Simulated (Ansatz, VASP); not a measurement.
## SiO2: VASP beside Ansatz

```
Si O
1.0
     7.31659    0.01838   -0.30355
     0.01838    7.36739   -0.10028
    -0.30355   -0.10028    6.91270
Si O
8 16
Direct
  0.38361 0.34044 0.98450
  0.95196 0.16568 0.72911
  0.34970 0.09679 0.61975
  0.49577 0.64665 0.67787
  0.84930 0.79631 0.80547
  0.08364 0.75686 0.46526
  0.59913 0.35722 0.40720
  0.05652 0.61425 0.02936
  0.45829 0.87217 0.66227
  0.15780 0.98586 0.56233
  0.07279 0.76800 0.88597
  0.19313 0.44914 0.07788
  0.51305 0.45025 0.18350
  0.45475 0.23078 0.47488
  0.20489 0.57201 0.52306
  0.58117 0.56270 0.49891
  0.83282 0.32075 0.63260
  0.17196 0.23568 0.83964
  0.83813 0.04054 0.85425
  0.88937 0.80273 0.55701
  0.04488 0.75794 0.22889
  0.38790 0.54860 0.83925
  0.47229 0.13117 0.85692
  0.71443 0.63683 0.84009
```

Alike in both runs: task single point; functional PBE; k mesh 3 × 3 × 3; occupations fermi-dirac, width 0.2585 eV; no spin polarisation.

|  | VASP | Ansatz |
| --- | --- | --- |
| version | VASP 6.6.1 | Ansatz 0.2.0 |
| potentials or method | VASP PAW PBE potentials, release 64 (Si, O) | scalar-relativistic, plane waves, PAW |
| plane-wave cutoff (eV) | 520 | 420 |
| valence electrons in the cell | 128 | 128 |

Ansatz gave:

```
gap on the k mesh at the Fermi level (eV) : 0.69
least direct gap on the mesh (eV)         : 0.70
rms of the force components (eV/Å)        : 2.304
```

Estimate VASP's values.

gap on the k mesh at the Fermi level (eV): 0.68; least direct gap on the mesh (eV): 0.69; rms of the force components (eV/Å): 2.312.

Atom by atom the forces differ by 0.044 eV/Å (rms over components). Ansatz warned: «xc_potential_rough_in_thin_density».
